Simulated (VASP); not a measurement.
Wanted: the native input for a VASP 6.6.1 run.

- Task: relaxation of cell and atoms
- Functional: LDA
- Potentials or basis: VASP PAW LDA potentials, release 64 (Mo_sv, S)
- Cutoff: 600 eV
- k mesh: 12 × 12 × 12
- Occupations: gaussian, width 0.02 eV
- Spin: no spin polarisation
- Further INCAR settings: ALGO = Normal; EDIFF = 1e-07; IBRION = 2; EDIFFG = -0.005; NSW = 90; ISIF = 3

The structure of MoS2 lies in POSCAR:

```
MoS2
1.0
    1.5921519200      0.9192293400      6.4820983800
   -1.5921519200      0.9192293400      6.4820983800
    0.0000000000     -1.8384586700      6.4820983800
Mo S
1 2
Direct
    0.0002249600      0.0002249600      0.0002249600
    0.5870697800      0.5870697800      0.5870697800
    0.7467042600      0.7467042600      0.7467042600
```

Measurements of this composition are mostly on another form, of space group No. 194.

These files were run (other wordings do the same):

INCAR

```
PREC = Accurate
ENCUT = 600
EDIFF = 1E-7
ISMEAR = 0
SIGMA = 0.02
LREAL = F
LASPH = T
NELM = 80
ALGO = Normal
ISIF = 3
LWAVE = F
LCHARG = F
IBRION = 2
NSW = 90
EDIFFG = -0.005
```

KPOINTS

```
regular mesh
0
Gamma
  12 12 12
```

Potentials or basis: VASP PAW LDA potentials, release 64 (Mo_sv, S).

The run is started by

```bash
$ cat potpaw_LDA.64/Mo_sv/POTCAR potpaw_LDA.64/S/POTCAR > POTCAR
$ mpirun -np 1 vasp_std > vasp.out
```

Results of the run:

| Property | Result |
| --- | --- |
| Relaxed volume | 16.93 Å³/atom |
| Relaxed cell | a = 6.262 Å, b = 6.262 Å, c = 6.262 Å, α = 28.92°, β = 28.92°, γ = 28.92° |
| Space group after relaxing (to 0.05 Å) | R3m (No. 160) |
| Energy gained by relaxing | 23.8 meV/atom |
| Ionic steps | 14 |
| Pressure after relaxing | 0.0 GPa |
| Largest force after relaxing | 0.005 eV/Å |
| Band gap on the k mesh | 0.75 eV, indirect (least direct gap 1.84 eV) |

Wall time 73 min on 1 thread of Intel(R) Xeon(R) Platinum 8488C (Sapphire Rapids) (shared host), peak memory 0.49 GiB.
